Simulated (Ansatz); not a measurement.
Runs of Ansatz 0.2.0 on Sr. It takes space group I4_1/amd (No. 141, tetragonal). The conventional cell has a = 7.413 Å, b = 7.413 Å, c = 4.042 Å, α = 90.00°, β = 90.00°, γ = 90.00°. Around Sr (site symmetry -4m2) lie 6 Sr at 3.84 to 4.04 Å. This isn't the form of Sr at room conditions, which is fcc.

| task | level | cell | cutoff (eV) | smearing | gap on the mesh (eV) | pressure (GPa) |
| --- | --- | --- | --- | --- | --- | --- |
| single point | RPBE | as given | 94 | gaussian 0.02 eV | none | 0.7 |
| density of states | LDA+D4 | as given | 94 | methfessel-paxton 0.1 eV | none | (a) |
| single point | LDA | as given | 94 | gaussian 0.1 eV | none | -1.2 |
| relaxation of cell and atoms | BLYP+D4 | relaxed | - | methfessel-paxton 0.1 eV | - | 0.0 |

Alike in all rows: potentials or basis all-electron LAPW, scalar-relativistic; no spin polarisation; k mesh 8 × 8 × 8; basis error allowed 0.001 eV/atom.

Q: Fill in the values left out.

A: (a) -1.6.

Caveats: pairwise dispersion overbinds metals, which lowers pressure and volume (some runs); the dispersion damping was fitted for another functional or another form of the correction (some runs).

A k mesh can miss the band edges, and the runs leave out spin-orbit coupling on Sr.

A gap of «none» marks a metal or a gap under the smearing width.
